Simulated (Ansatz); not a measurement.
## NaCl: relaxation of cell and atoms with B3LYP

Crystal: NaCl.

```xyz
2
Lattice="0.0000 2.7941 2.7941 2.7941 0.0000 2.7941 2.7941 2.7941 0.0000" Properties=species:S:1:pos:R:3 pbc="T T T"
Cl    2.7941    2.7941    2.7941
Na    0.0000    0.0000    0.0000
```

The cell is a database's computed one.

* Program: Ansatz 0.2.0
* Task: relaxation of cell and atoms
* Functional: B3LYP
* Potentials or basis: Ansatz PAW
* Cutoff: 420 eV (not typed: the program's choice for these potentials)
* k mesh: 4 × 4 × 4
* Occupations: fermi-dirac, width 0.05 eV
* Spin: no spin polarisation

- Relaxed volume: 23.09 Å³/atom
- Relaxed cell: a = 4.027 Å, b = 4.027 Å, c = 4.027 Å, α = 60.00°, β = 60.00°, γ = 60.00°
- Space group after relaxing (to 0.05 Å): Fm-3m (No. 225)
- Energy gained by relaxing: 6.3 meV/atom
- Ionic steps: 4
- Pressure after relaxing: 0.0 GPa
- Band gap on the k mesh: 6.67 eV, direct

Step by step:
```
step  energy change (eV)  largest force (eV/Å)  volume (Å³)
   1              0.0000                0.0000        43.63
   2             -0.0113                0.0000        45.40
   3             -0.0125                0.0000        46.17
   4             -0.0125                0.0000        46.17
```

Final structure:
```xyz
2
Lattice="0.0000 2.8474 2.8474 2.8474 0.0000 2.8474 2.8474 2.8474 0.0000" Properties=species:S:1:pos:R:3 pbc="T T T"
Cl    2.8474    2.8474    2.8474
Na    0.0000    0.0000    0.0000
```

Levels at points of the mesh, in eV from the valence-band top:
| k point | band 5 | band 6 | band 7 | band 8 | band 9 | band 10 | band 11 | band 12 |
| --- | --- | --- | --- | --- | --- | --- | --- | --- |
| (0.00, 0.00, 0.00) | -13.56 | 0.00 | 0.00 | 0.00 | 6.67 | 12.83 | 12.83 | 12.83 |
| (0.00, 0.00, -0.50) | -13.24 | -1.94 | -0.27 | -0.27 | 8.94 | 12.28 | 12.64 | 12.64 |
| (0.00, -0.50, -0.50) | -13.19 | -1.68 | -0.61 | -0.61 | 9.11 | 9.83 | 13.06 | 16.44 |

Wall time 13 s on 2 threads of Arm Neoverse V2, with other jobs on the host, peak memory 0.54 GiB.

Caveat: the k mesh is coarse (spacing up to 0.49 Å⁻¹), so the values aren't converged, least of all with exact exchange; the plane-wave basis is chosen anew once the cell has moved, so the energies of steps on either side of that aren't comparable; the PAW data sets come from PBE, with cores solved anew for the run's functional, which leaves a small shift of forces and pressure.
